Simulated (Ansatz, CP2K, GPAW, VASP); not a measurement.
# Tl: programs and potentials compared

```
Tl
1.0
     3.45600    0.00000    0.00000
    -1.72800    2.99298    0.00000
     0.00000    0.00000    5.52500
Tl
2
Direct
  0.66667 0.33333 0.75000
  0.33333 0.66667 0.25000
```

Alike in all runs: task single point; functional PBEsol; k mesh 9 × 9 × 5; occupations gaussian, width 0.02 eV; no spin polarisation; no spin-orbit coupling. Pressure is positive in compression and, in plane waves, holds the error of the finite cutoff.

| program and potentials | plane-wave cutoff (eV) | notes | pressure (GPa) |
| --- | --- | --- | --- |
| VASP, PBE PAW files Tl_d, 520 eV | 520 | potentials made for PBE; 13 valence electrons an atom on average | 0.17 |
| CP2K, POTENTIAL_UZH Tl GTH-PBE-q13; TZVP-MOLOPT-PBE-GTH basis | - | atomic basis; potentials made for PBE; 13 valence electrons an atom on average | 0.49 |
| Ansatz, all-electron LAPW, scalar-relativistic | - | - | 0.25 |
| VASP, PBE PAW files Tl_d_GW, 550 eV | 550 | potentials made for PBE; 15 valence electrons an atom on average | 0.11 |
| GPAW, PAW data sets generated for this functional | 600 | 13 valence electrons an atom on average | -0.09 |

The pressure spans -0.09 (GPAW, PAW data sets generated for this functional) to 0.49 GPa (CP2K, POTENTIAL_UZH Tl GTH-PBE-q13; TZVP-MOLOPT-PBE-GTH basis), with all-electron results at 0.25. Rows in atomic bases carry the error of their basis and grid, which can be large.

The functional is the same throughout but for its coding, so the spread measures potentials, basis and numerics; runs on potential files found faulty are left out.
